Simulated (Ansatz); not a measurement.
Runs of Ansatz 0.2.0 on Rh. It takes space group Fm-3m (No. 225, cubic). Conventional cell: a = 3.796 Å, b = 3.796 Å, c = 3.796 Å, α = 90.00°, β = 90.00°, γ = 90.00°. Around Rh (site symmetry m-3m) lie 12 Rh at 2.68 Å. 

```tsv
task	level	spin	k mesh	cutoff (eV)	points for each segment of the path	atoms under strain	q mesh	gap on the mesh (eV)	pressure (GPa)	V0 of scaled cells (Å³/atom)	B0 (GPa)
band structure	PBEsol	SOC, no magnetisation	12 × 12 × 12	420	14	-	-	none	-3.5	-	-
equation of state	LDA	off	12 × 12 × 12	420	-	-	-	-	-	(a)	319
elastic constants	PBEsol	off	10 × 10 × 10	420	-	relaxed	-	none	-3.6	-	-
phonons	PBEsol	off	10 × 10 × 10	420	8	-	2 × 2 × 2	none	-	-	-
equation of state	r2SCAN	off	12 × 12 × 12	500	-	-	-	-	-	(b)	282
```

Alike in all rows: potentials or basis Ansatz PAW; cell as given; smearing fermi-dirac 0.05 eV.

Task: Fill in the values left out.

Result: (a) 13.22; (b) 13.71.

Caveats: the PAW data sets come from PBE, with cores solved anew for the run's functional, which leaves a small shift of forces and pressure (some runs); the cell is more than 3 GPa from zero pressure, which shifts response properties (some runs); elastic constants of metals need much finer meshes, so these are rough (some runs); the PAW data sets were made with another functional, which shifts forces and pressure a little (some runs).

A k mesh can miss the band edges, and rows without SOC leave out spin-orbit coupling on Rh.

A gap of «none» marks a metal or a gap under the smearing width.

Runs at the PBE level aren't shown here.
